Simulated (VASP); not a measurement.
# BaS (F-43m) in VASP: electric field gradients with PBE

Aim: the electric field gradients of BaS with PBE.

All numbers are computed with VASP 6.6.1; they aren't measurements. Logs are shortened: lines on timing, memory, paths and dates and some standing lists are left out, and cuts for length are marked.

### Step 1. The structure

It takes space group F-43m (No. 216, cubic). Conventional cell: a = 7.032 Å, b = 7.032 Å, c = 7.032 Å, α = 90.00°, β = 90.00°, γ = 90.00°. Ba (site symmetry -43m) has 4 S at 3.05 Å as nearest neighbours. S (site symmetry -43m) is surrounded by 4 Ba at 3.05 Å.

Measurements of this composition are mostly on another form, of space group No. 225.

### Step 2. Electric field gradients, PBE, non-collinear spin, zero start, spin-orbit coupling

INCAR

```
ALGO     = Normal         # electronic algorithm
EDIFF    = 1E-8           # SCF threshold, eV
ENCUT    = 520            # plane-wave cutoff, eV
GGA      = PE             # functional
GGA_COMPAT= False        
ISIF     = 2              # what is computed and relaxed
ISMEAR   = -1             # smearing method
LASPH    = True           # aspherical terms in the spheres
LCHARG   = False          # write CHGCAR
LEFG     = True         
LORBIT   = 11             # projections on sites
LORBMOM  = True         
LREAL    = False          # projectors in reciprocal space
LSORBIT  = True           # spin-orbit coupling
LWAVE    = False          # write WAVECAR
MAGMOM   = 0 0 0 0 0 0    # initial moments
NBANDS   = 28             # bands
NELM     = 150            # most SCF steps
PREC     = Accurate       # precision mode
SIGMA    = 0.08           # smearing width, eV
```

KPOINTS

```
k-points
0
Gamma
  9 9 9
```

POSCAR

```
BaS
1.0
    0.0000000000      3.5161364223      3.5161364223
    3.5161364223      0.0000000000      3.5161364223
    3.5161364223      3.5161364223      0.0000000000
Ba S
1 1
Direct
    0.0000000000      0.0000000000      0.0000000000
    0.2500000000      0.2500000000      0.2500000000
```

Potentials or basis: VASP PAW PBE potentials, release 64 (Ba_sv, S).

Command:

```console
> cat potpaw_PBE.64/Ba_sv/POTCAR potpaw_PBE.64/S/POTCAR > POTCAR
> mpirun -np 1 vasp_ncl > vasp.out
```

OUTCAR:

```text
EDIFF = 1E-8
   ENCUT = 520
   GGA = PE
   ISIF = 2
   ISMEAR = -1
   LASPH = True
   LORBIT = 11
   LREAL = False
   LSORBIT = True
   NELM = 150
   PREC = Accurate

 ion  position               nearest neighbor table
   1  0.000  0.000  0.000-   2 3.05   2 3.05   2 3.05   2 3.05
   2  0.250  0.250  0.250-   1 3.05   1 3.05   1 3.05   1 3.05

  LATTYP: Found a face centered cubic cell.
 ALAT       =     7.0322728446

  Lattice vectors:

 A1 = (   0.0000000000,   3.5161364223,   3.5161364223)
 A2 = (   3.5161364223,   0.0000000000,   3.5161364223)
 A3 = (   3.5161364223,   3.5161364223,   0.0000000000)

Analysis of symmetry for initial positions (statically):
=====================================================================
 Subroutine PRICEL returns:
 Original cell was already a primitive cell.

 Routine SETGRP: Setting up the symmetry group for a
 face centered cubic supercell.

 Subroutine GETGRP returns: Found 24 space group operations
 (whereof 24 operations were pure point group operations)
 out of a pool of 48 trial point group operations.

The static configuration has the point symmetry T_d .

Analysis of symmetry for dynamics (positions and initial velocities):
=====================================================================
 Subroutine PRICEL returns:
 Original cell was already a primitive cell.

 Routine SETGRP: Setting up the symmetry group for a
 face centered cubic supercell.

 Subroutine GETGRP returns: Found 24 space group operations
 (whereof 24 operations were pure point group operations)
 out of a pool of 48 trial point group operations.

The dynamic configuration has the point symmetry T_d .

Analysis of structural, dynamic, and magnetic symmetry:
=====================================================================
 Subroutine PRICEL returns:
 Original cell was already a primitive cell.

 Routine SETGRP: Setting up the symmetry group for a
 face centered cubic supercell.

 Subroutine GETGRP returns: Found 24 space group operations
 (whereof 24 operations were pure point group operations)
 out of a pool of 48 trial point group operations.

The overall configuration has the point symmetry T_d .

 Subroutine INISYM returns: Found 24 space group operations
 (whereof 24 operations are pure point group operations),
 and found     1 'primitive' translations

----------------------------------------------------------------------------------------

                                     Primitive cell

  volume of cell :      86.9415

  direct lattice vectors                    reciprocal lattice vectors
     0.000000000  3.516136422  3.516136422    -0.142201536  0.142201536  0.142201536
     3.516136422  0.000000000  3.516136422     0.142201536 -0.142201536  0.142201536
     3.516136422  3.516136422  0.000000000     0.142201536  0.142201536 -0.142201536

  length of vectors
     4.972567816  4.972567816  4.972567816     0.246300285  0.246300285  0.246300285

  position of ions in fractional coordinates (direct lattice)
     0.000000000  0.000000000  0.000000000
     0.250000000  0.250000000  0.250000000

  ion indices of the primitive-cell ions
   primitive index   ion index
                 1           1
                 2           2

----------------------------------------------------------------------------------------

 KPOINTS: k-points

Automatic generation of k-mesh.
 Grid dimensions read from file:
 generate k-points for:    9    9    9

 Generating k-lattice:

  Cartesian coordinates                     Fractional coordinates (reciprocal lattice)
    -0.015800171  0.015800171  0.015800171     0.111111111  0.000000000  0.000000000
     0.015800171 -0.015800171  0.015800171     0.000000000  0.111111111  0.000000000
     0.015800171  0.015800171 -0.015800171     0.000000000  0.000000000  0.111111111

  Length of vectors
     0.027366698  0.027366698  0.027366698

  Shift w.r.t. Gamma in fractional coordinates (k-lattice)
     0.000000000  0.000000000  0.000000000

 Subroutine IBZKPT returns following result:
[... 102 lines left out ...]

 E-fermi :   1.4058     XC(G=0):  -7.1892

 val. band max:       -0.1424208525   @ k =  -0.3333   0.4444   0.2222
 cond. band min:       2.6017945165   @ k =   0.0000   0.0000   0.0000
 fundamental gap:      2.7442153690
 Fermi energy:         1.4057513659

 k-point     1 :       0.0000    0.0000    0.0000
  band No.  band energies     occupation
      1     -26.2522      1.00000
      2     -26.2522      1.00000
      3     -12.7586      1.00000
      4     -12.7586      1.00000
      5     -10.8200      1.00000
      6     -10.8200      1.00000
[... 733 lines left out ...]
     27       6.9379      0.00000
     28       6.9379      0.00000

 [... further k-points ...]

------------------------ aborting loop because EDIFF is reached ----------------------------------------

  FORCE on cell =-STRESS in cart. coord.  units (eV):
  Direction    XX          YY          ZZ          XY          YZ          ZX
  --------------------------------------------------------------------------------------
  -------------------------------------------------------------------------------------
  Total        0.2415832      0.2415832      0.2415832     -0.0000000      0.0000000      0.0000000
  in kB        4.4519491      4.4519491      4.4519491     -0.0000000      0.0000000      0.0000000
  external PRESSURE =       4.4519491 kB  Pullay stress =       0.0000000 kB

 VOLUME and BASIS-vectors are now :
 -----------------------------------------------------------------------------
  energy-cutoff  :      520.00
  volume of cell :       86.94
      direct lattice vectors                 reciprocal lattice vectors
     0.000000000  3.516136422  3.516136422    -0.142201536  0.142201536  0.142201536
     3.516136422  0.000000000  3.516136422     0.142201536 -0.142201536  0.142201536
     3.516136422  3.516136422  0.000000000     0.142201536  0.142201536 -0.142201536

 POSITION                                       TOTAL-FORCE (eV/Angst)
 -----------------------------------------------------------------------------------
      0.00000      0.00000      0.00000        -0.000000     -0.000000     -0.000000
      1.75807      1.75807      1.75807         0.000000      0.000000      0.000000
 -----------------------------------------------------------------------------------
    total drift:                               -0.000000     -0.000000     -0.000000

  FREE ENERGIE OF THE ION-ELECTRON SYSTEM (eV)
  ---------------------------------------------------
  free  energy   TOTEN  =        -9.9300374393 eV

  energy  without entropy=       -9.9300374357  energy(sigma->0) =       -9.93003744

 Electric field gradients (V/A^2)
---------------------------------------------------------------------
 ion       V_xx      V_yy      V_zz      V_xy      V_xz      V_yz
---------------------------------------------------------------------
   1       0.000     0.000     0.000     0.000     0.000     0.000
   2       0.000     0.000     0.000     0.000     0.000     0.000
---------------------------------------------------------------------

 Electric field gradients after diagonalization (V/A^2)
 (convention: |V_zz| > |V_xx| > |V_yy|)
----------------------------------------------------------------------
 ion       V_xx      V_yy      V_zz     asymmetry (V_yy - V_xx)/ V_zz
----------------------------------------------------------------------
   1      -0.000    -0.000     0.000       0.000
   2      -0.000    -0.000     0.001       0.000
----------------------------------------------------------------------

           NMR quadrupolar parameters

 Cq : quadrupolar parameter    Cq=e*Q*V_zz/h
 eta: asymmetry parameters     (V_yy - V_xx)/ V_zz
 Q  : nuclear electric quadrupole moment in mb (millibarn)
----------------------------------------------------------------------
 ion       Cq(MHz)       eta       Q (mb)
----------------------------------------------------------------------
   1       0.000       0.000       1.000
   2       0.000       0.000       1.000
----------------------------------------------------------------------

 orbital moment (x)

 # of ion     p       d       tot
 ----------------------------------------
  1        -0.000  -0.000  -0.000
  2         0.000   0.000   0.000
 ----------------------------------------
            0.000  -0.000  -0.000

 orbital moment (y)

 # of ion     p       d       tot
 ----------------------------------------
  1         0.000   0.000   0.000
  2         0.000   0.000   0.000
 ----------------------------------------
            0.000   0.000   0.000

 orbital moment (z)

 # of ion     p       d       tot
 ----------------------------------------
  1         0.000  -0.000  -0.000
  2         0.000   0.000   0.000
 ----------------------------------------
            0.000  -0.000  -0.000

 Spin-Orbit-Coupling matrix elements

 Ion:    1  E_soc:     -0.3922742
 l=   1
     0.0000000    -0.0651082    -0.0651082
    -0.0651082     0.0000000    -0.0651082
    -0.0651082    -0.0651082     0.0000000
 l=   2
     0.0000000    -0.0000994     0.0000000    -0.0000994    -0.0001714
    -0.0000994     0.0000000    -0.0001286    -0.0000994    -0.0000429
     0.0000000    -0.0001286     0.0000000    -0.0001286     0.0000000
    -0.0000994    -0.0000994    -0.0001286     0.0000000    -0.0000429
    -0.0001714    -0.0000429     0.0000000    -0.0000429     0.0000000
 l=   3
     0.0000000     0.0000000     0.0000000     0.0000000     0.0000000     0.0000000     0.0000000
     0.0000000     0.0000000     0.0000000     0.0000000     0.0000000     0.0000000     0.0000000
     0.0000000     0.0000000     0.0000000     0.0000000     0.0000000     0.0000000     0.0000000
     0.0000000     0.0000000     0.0000000     0.0000000     0.0000000     0.0000000     0.0000000
     0.0000000     0.0000000     0.0000000     0.0000000     0.0000000     0.0000000     0.0000000
     0.0000000     0.0000000     0.0000000     0.0000000     0.0000000     0.0000000     0.0000000
     0.0000000     0.0000000     0.0000000     0.0000000     0.0000000     0.0000000     0.0000000

 Ion:    2  E_soc:     -0.0023338
 l=   1
     0.0000000    -0.0003890    -0.0003890
    -0.0003890     0.0000000    -0.0003890
    -0.0003890    -0.0003890     0.0000000
 l=   2
     0.0000000     0.0000000     0.0000000     0.0000000     0.0000000
     0.0000000     0.0000000     0.0000000     0.0000000     0.0000000
     0.0000000     0.0000000     0.0000000     0.0000000     0.0000000
     0.0000000     0.0000000     0.0000000     0.0000000     0.0000000
     0.0000000     0.0000000     0.0000000     0.0000000     0.0000000
 l=   3
     0.0000000     0.0000000     0.0000000     0.0000000     0.0000000     0.0000000     0.0000000
     0.0000000     0.0000000     0.0000000     0.0000000     0.0000000     0.0000000     0.0000000
     0.0000000     0.0000000     0.0000000     0.0000000     0.0000000     0.0000000     0.0000000
     0.0000000     0.0000000     0.0000000     0.0000000     0.0000000     0.0000000     0.0000000
     0.0000000     0.0000000     0.0000000     0.0000000     0.0000000     0.0000000     0.0000000
     0.0000000     0.0000000     0.0000000     0.0000000     0.0000000     0.0000000     0.0000000
     0.0000000     0.0000000     0.0000000     0.0000000     0.0000000     0.0000000     0.0000000

 total charge

# of ion       s       p       d       tot
------------------------------------------
    1        2.015   5.599   0.310   7.924
    2        1.323   2.429   0.000   3.752
--------------------------------------------------
tot          3.338   8.028   0.310  11.676

 magnetization (x)

# of ion       s       p       d       tot
------------------------------------------
    1        0.000   0.000   0.000   0.000
    2        0.000   0.000   0.000   0.000
--------------------------------------------------
tot          0.000   0.000   0.000   0.000

 magnetization (y)

# of ion       s       p       d       tot
------------------------------------------
    1        0.000  -0.000   0.000  -0.000
    2       -0.000   0.000   0.000  -0.000
--------------------------------------------------
tot         -0.000  -0.000   0.000  -0.000

 magnetization (z)

# of ion       s       p       d       tot
------------------------------------------
    1        0.000   0.000   0.000   0.000
    2       -0.000   0.000   0.000  -0.000
--------------------------------------------------
tot         -0.000   0.000   0.000   0.000
```

It took 5 min on 1 thread of AMD EPYC 9R45 (Zen 5), shared host; peak memory 0.57 GiB.

Results:

```
Free energy                                           : -9.9300 eV
Pressure                                              : 0.4 GPa
Net moment                                            : 0.00 μB per cell
Valence electrons inside the program's atomic spheres : Ba 7.92; S 3.75
```

Moments on the atoms (μB; x, y, z):
```
Ba  0.00 0.00 0.00
S   0.00 0.00 0.00
```

Electric field gradients, principal values (V/Å²):
```csv
atom,Vxx,Vyy,Vzz
1 Ba,0.000,0.000,0.000
2 S,0.000,0.000,0.001
```
